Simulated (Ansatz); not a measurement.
Set up this calculation in Ansatz 0.2.0, as the native input.

| Property | Result |
| --- | --- |
| Task | band structure |
| Functional | LDA |
| Potentials or basis | Ansatz PAW |
| Cutoff | 420 eV (not typed: the program's choice for these potentials) |
| k mesh | 10 × 10 × 5 |
| Occupations | fermi-dirac, width 0.05 eV |
| Spin | collinear spin, ferromagnetic start |
| Starting moments | [2.0, 2.0, 0.0, 0.0] μB |
| Path | [["G", "M", "K", "G", "A", "L", "H", "A"], ["L", "M"], ["K", "H"]] |
| Points for each segment of the path | 14 |

Crystal: CoO.

```
Co O
1.0
     3.19765    0.00000    0.00000
    -1.59882    2.76924    0.00000
     0.00000    0.00000    5.22871
Co O
2 2
Direct
  0.33333 0.66667 0.50336
  0.00000 0.00000 0.00347
  0.33333 0.66667 0.87156
  0.00000 0.00000 0.37161
```

Measurements of this composition are mostly on another form, of space group No. 225.

One way to write it, as run:

input.yaml

```yaml
crystal:
  lattice:
    - [3.1976457435, 0.0, 0.0]
    - [-1.5988228718, 2.7692424462, 0.0]
    - [0.0, 0.0, 5.22870971]
  atoms:
    - { symbol: Co, position: [0.3333333333, 0.6666666667, 0.50336241], spin: 2.0 }
    - { symbol: Co, position: [0.0, 0.0, 0.00347414], spin: 2.0 }
    - { symbol: O, position: [0.3333333333, 0.6666666667, 0.8715556] }
    - { symbol: O, position: [0.0, 0.0, 0.37160885] }
hamiltonian:
  xc: lda
  pseudopotentials: { kind: paw }
magnetization:
  spin_polarized: true
kpoints:
  mp_grid: { grid: [10, 10, 5] }
  band_path:
    path:
      - [[0.0, 0.0, 0.0], [0.5, 0.0, 0.0], [0.3333333333, 0.3333333333, 0.0], [0.0, 0.0, 0.0], [0.0, 0.0, 0.5], [0.5, 0.0, 0.5], [0.3333333333, 0.3333333333, 0.5], [0.0, 0.0, 0.5]]
      - [[0.5, 0.0, 0.5], [0.5, 0.0, 0.0]]
      - [[0.3333333333, 0.3333333333, 0.0], [0.3333333333, 0.3333333333, 0.5]]
    npoints: 14
scf:
  occupations: { method: fermi_dirac, width: 0.05 }
  n_extra_bands: 10
output:
  forces: true
  stress: true
  eigenvalues: true
  fatbands: true
```

Potentials or basis: Ansatz PAW.

Command:

```sh
$ ansatz run input.yaml --threads 2 --pin off --max-ram 5632MiB --backend cpu --events-out ev --progress --plain --runs-dir out
```

Results of the run:

- Pressure: -18.0 GPa
- Largest force: 0.047 eV/Å
- Band gap on the k mesh: none (metal or under the smearing width)
- Net moment: 0.00 μB per cell
- Absolute moment: 4.68 μB per cell
- Site moments: Co +1.98, -1.98; O -0.15, +0.15 μB

Caveat: the pressure holds a Pulay correction of +0.9 GPa for the finite cutoff; semilocal functionals often make such compounds metallic where correlation or magnetic order opens a gap, which also shifts bond lengths; the PAW data sets come from PBE, with cores solved anew for the run's functional, which leaves a small shift of forces and pressure; the starting moments weren't kept.

It took 45 s on 2 threads of Arm Neoverse V1, with other jobs on the host, peak memory 0.44 GiB.
